A metal held in a cell too small for it pushes outwards, and in a cell too large for it pulls inwards. The pressure of a given cell therefore tells how large the metal would like to be. Is that enough, together with the crystal structure and the volume, to put names to six metals? The list of candidates contains two pairs of close chemical relatives, Mo with W and Rh with Ir, and these are the hard part.

Pressures of six elemental metals in given, unrelaxed cells (static lattice, positive in compression), from periodic DFT with PBE, r2SCANh and HSE06, the last with spin-orbit coupling. Programs and k-meshes are named in the rows; the pressures are computed without spin polarisation or Hubbard U, and those from Ansatz leave out the Pulay correction. Candidates: Ru, W, Mo, Sn, Rh, Ir.

```
row  pressure, PBE (GPa)  pressure, r2SCANh (GPa)  pressure, HSE06 + spin-orbit (GPa)  HSE06 + spin-orbit less PBE (GPa)
  A                5.960                   -3.080                              -0.380                             -6.340
  B                3.570                   -6.110                             -10.370                            -13.940
  C                9.210                   -1.440                              -0.980                            -10.190
  D                1.470                   -0.220                              -0.820                             -2.290
  E               -1.970                   -7.300                             -10.560                             -8.590
  F               15.960                    0.210                               4.680                            -11.280
```

The table above leaves out structure and cell volume, so here they are, with volumes per atom: A is body-centred cubic with 15.85 Å³, B hexagonal close-packed with 13.57 Å³, C face-centred cubic with 13.67 Å³, D tetragonal with 27.65 Å³, E body-centred cubic with 15.89 Å³ and F face-centred cubic with 14.06 Å³.

Structure settles two rows at once. Row D has the tetragonal space group I4₁/amd and almost twice the volume per atom of the others, which fits white tin, a metal with large atoms and loose packing. Row B is hexagonal close-packed, and among the candidates only ruthenium crystallises that way. The other four split into a body-centred cubic pair, A and E, which must be Mo and W, and a face-centred cubic pair, C and F, which must be Rh and Ir.

Within each pair, chemistry supplies an order of size. W and Ir lie one period below Mo and Rh and have one more electron shell, which by itself would make them clearly larger. Before their 5d shell fills, however, the 4f shell has been filled, and its electrons screen the growing nuclear charge poorly. The outer electrons are drawn in, and relativistic contraction adds to this. The heavier partner ends up only slightly larger, by roughly 2 % in volume for W over Mo and 3 % for Ir over Rh.

The obvious step is to give the larger cell to the larger metal. For A and E this is unsafe, since their cells differ by only 0.3 %, with E the larger. A given cell need not be the one the metal would choose, and here the pressure helps. Two limiting cases show how to read it: of two equally stiff metals in equal cells, the larger one has the higher pressure; one and the same metal in two cells has the lower pressure in the larger cell.

Rows A and E come close to the first case. A has the higher pressure at every level, by 7.9 GPa with PBE, 4.2 GPa with r2SCANh and 10.2 GPa with HSE06 and spin-orbit coupling. The small difference between the cells accounts for less than 1 GPa of this. A is thus the metal that wants more room, which makes it W and leaves Mo for E, the opposite of what the cell volumes suggest.

Rows C and F are tested by the second case. The cell of F is 2.9 % larger, so if both cells held the same metal, the pressure in F would be lower by roughly 9 GPa. Instead it is higher at all three levels, by 1.7 GPa at the least. F must hold a distinctly larger metal than C, so F is Ir and C is Rh.

Both arguments can be put into one formula. The bulk modulus B is the pressure that builds up per relative decrease in volume, so for small strains a metal with pressure-free volume V₀ in a cell of volume V has the pressure P ≈ B(V₀ − V)/V. Solved for the volume that the metal would choose, this gives V₀ ≈ V(1 + P/B). A rough B of 300 GPa serves for all the hard metals, so that the estimate doesn't presuppose their names.

For row A with PBE, V₀ ≈ 15.85 × (1 + 5.96/300) ≈ 16.16 Å³ per atom. The same step for row E, whose pressure is negative, gives 15.79 Å³. A therefore comes out 2.4 % larger than E, close to the rough 2 % known for W over Mo. The printed output after this text gives the estimate for all rows and levels.

The formula puts both pairs in the same order at every level, but the size of the gap is less reliable. For A over E it ranges from 1.2 to 3.3 %, so the good agreement with PBE is partly luck. For F over C it ranges from 3.4 to 5.1 %, against the rough 3 % known for Ir over Rh. One reason for this excess is that iridium is stiffer than the common B allows, which exaggerates its correction. Another may be the k mesh: the r2SCANh and HSE06 runs of all rows use coarse meshes, which adds an error of unknown size. The PBE pressure of F also comes from a coarse mesh, and there is no pressure from a finer one here to show whether it is too high or too low.

The assignments are not equally firm. D and B are sure, because structure alone fixes them. C and F are well supported, since volume and pressure point the same way. A and E are likely but less certain: with r2SCANh only about 3.5 GPa separates them once the cell difference is allowed for, and programs can occasionally disagree by that much. It helps that both rows were computed with the same program and mesh at each level.

The rows with their labels:

```
crystal  distinct smearing widths among the runs behind the row (eV)  space group  volume (Å³/atom)  shortest distance (Å)  pressure, PBE (GPa)  pressure, r2SCANh (GPa)  pressure, HSE06 + spin-orbit (GPa)  programs and k-meshes, in the order of the levels  HSE06 + spin-orbit less PBE (GPa)
     Mo                                                  0.05 / 0.02        Im-3m             15.89                   2.74               -1.970                   -7.300                             -10.560      Ansatz 12x12x12 / Ansatz 6x6x6 / Ansatz 5x5x5                             -8.590
     Sn                                        0.05 / 0.049998 / 0.1     I4_1/amd             27.65                   3.05                1.470                   -0.220                              -0.820         ABACUS 9x9x9 / Ansatz 5x5x5 / Ansatz 4x4x4                             -2.290
     Ru                                          0.05 / 0.15 / 0.015     P6_3/mmc             13.57                   2.65                3.570                   -6.110                             -10.370         GPAW 11x11x6 / Ansatz 6x6x3 / Ansatz 5x5x3                            -13.940
      W                                                 0.05 / 0.025        Im-3m             15.85                   2.74                5.960                   -3.080                              -0.380      Ansatz 12x12x12 / Ansatz 6x6x6 / Ansatz 5x5x5                             -6.340
     Rh                                                   0.1 / 0.05        Fm-3m             13.67                   2.68                9.210                   -1.440                              -0.980        GPAW 12x12x12 / Ansatz 6x6x6 / Ansatz 5x5x5                            -10.190
     Ir                                0.049998 / 0.05 / 0.02 / 0.15        Fm-3m             14.06                   2.71               15.960                    0.210                               4.680         ABINIT 5x5x5 / Ansatz 6x6x6 / Ansatz 5x5x5                            -11.280
```

The labels confirm all six. They also explain why Mo was the awkward row: its cell is about 2 % larger than the measured volume of the metal. Its negative PBE pressure is therefore no sign that PBE binds molybdenum too strongly. The sign of a pressure reflects the cell as much as the functional.

The same care is needed with the last column, the change from PBE to HSE06 with spin-orbit coupling. Tin has the smallest change, −2.3 GPa, and might seem the metal for which the choice of method matters least. But tin is soft, with a bulk modulus of only about 55 GPa, so this small pressure corresponds to a volume change of roughly 4 %. That is about twice the estimate for W, whose pressure changes by −6.3 GPa. To compare methods across materials, pressures should first be turned into volumes.

In all six metals HSE06 with spin-orbit coupling gives a lower pressure than PBE, which means a smaller preferred volume. In each row the two levels also differ in mesh, in program or in both, so the change can't be credited to one cause from the table alone. For ruthenium, additional calculations with the related hybrid PBE0 help: without spin-orbit coupling the pressure already lies 12.2 GPa below PBE, and adding the coupling lowers it by only another 1.7 GPa. Program and mesh change in the first of these steps and the mesh in the second, but the first step is far larger than the usual difference between programs. Unless the coarse meshes distort the picture badly, most of the drop in Ru thus appears without spin-orbit coupling.

By construction, PBE0 differs from PBE only in that a quarter of the PBE exchange is replaced by exact exchange. Apart from program and mesh, the first step is therefore the effect of this replacement. That doesn't put every hybrid below PBE, however. B3LYP, which also contains exact exchange, gives ruthenium a pressure of +6.0 GPa, where PBE0 with the same program and mesh, also without spin-orbit coupling, gives −8.6 GPa. The B3LYP value even lies above the 3.6 GPa of PBE, though for that smaller difference program and mesh change as well. B3LYP builds largely on the functional BLYP, and in tin BLYP gives 5.9 GPa where PBE gives 1.5 GPa. The density functional with which exact exchange is combined thus matters as well, so the word "hybrid" alone doesn't tell whether a metal will come out smaller or larger.

Output of the analysis:

```
Estimated pressure-free volume in Å³/atom:
  row    PBE  r2SCANh  HSE06 with spin-orbit
   Mo  15.79     15.5                  15.33
   Sn  28.39    27.54                  27.24
   Ru  13.73    13.29                   13.1
    W  16.16    15.69                  15.83
   Rh  14.09     13.6                  13.63
   Ir  14.81    14.07                  14.28
Pressure changes in GPa and rough volume shift in percent:
  row  r2SCANh less PBE  HSE06 with spin-orbit less r2SCANh  volume shift from PBE to HSE06 with spin-orbit
   Mo             -5.33                               -3.26                                          -2.863
   Sn             -1.69                                -0.6                                          -4.164
   Ru             -9.68                               -4.26                                          -4.647
    W             -9.04                                 2.7                                          -2.113
   Rh            -10.65                                0.46                                          -3.397
   Ir            -15.75                                4.47                                           -3.76
Volume of the Sn cell over the mean of the other five (ratio): 1.893
Cell volume of W less that of Mo (percent): -0.2517
Cell volume of Ir less that of Rh (percent): 2.853
Pressure of W less Mo, PBE (GPa): 7.93
Pressure of W less Mo, r2SCANh (GPa): 4.22
Pressure of W less Mo, HSE06 with spin-orbit (GPa): 10.18
Same difference expected if one metal filled both bcc cells (GPa): 0.7552
Pressure of Ir less Rh, PBE (GPa): 6.75
Pressure of Ir less Rh, r2SCANh (GPa): 1.65
Pressure of Ir less Rh, HSE06 with spin-orbit (GPa): 5.66
Same difference expected if one metal filled both fcc cells (GPa): -8.559
Estimated pressure-free volume, W above Mo, PBE (percent): 2.402
Estimated pressure-free volume, W above Mo, r2SCANh (percent): 1.186
Estimated pressure-free volume, W above Mo, HSE06 with spin-orbit (percent): 3.257
Estimated pressure-free volume, Ir above Rh, PBE (percent): 5.098
Estimated pressure-free volume, Ir above Rh, r2SCANh (percent): 3.421
Estimated pressure-free volume, Ir above Rh, HSE06 with spin-orbit (percent): 4.8
Ru, PBE0 without spin-orbit less PBE (GPa): -12.18
Ru, PBE0 with spin-orbit less PBE0 without (GPa): -1.692
```
